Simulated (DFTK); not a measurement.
The system is Hf.

```xyz
1
Lattice="-1.8050 1.8050 1.8050 1.8050 -1.8050 1.8050 1.8050 1.8050 -1.8050" Properties=species:S:1:pos:R:3 pbc="T T T"
Hf    0.0000    0.0000    0.0000
```

This isn't the form of Hf at room conditions, which is hcp.

| Quantity | Value |
| --- | --- |
| Program | DFTK 0.8.2 |
| Task | single point |
| Functional | PBE |
| Potentials or basis | dojo.nc.sr.pbe.v0_4_1.standard.upf (PBE) |
| Cutoff | 952 eV |
| k mesh | 10 × 10 × 10 |
| Occupations | fermi-dirac, width 0.05 eV |
| Spin | no spin polarisation |

On this cell: pressure -4.9 GPa; band gap on the k mesh none (metal or under the smearing width).

The same run follows on a disturbed copy (cell strained at random at fixed volume):

```xyz
1
Lattice="-1.7354 1.7881 1.8403 1.7684 -1.7611 1.8463 1.7818 1.8075 -1.8133" Properties=species:S:1:pos:R:3 pbc="T T T"
Hf   -0.0019   -0.0364   -0.0241
```

**Question.** What does the disturbed cell give?

**Answer.** The energy (extrapolated to zero smearing) moves by +1.8 meV/atom; pressure -4.8 GPa; band gap on the k mesh none (metal or under the smearing width).

Stress tensor (GPa, compression positive):
```
-5.60 -1.22 -0.96
-1.22 -4.95 -0.80
-0.96 -0.80 -3.79
```
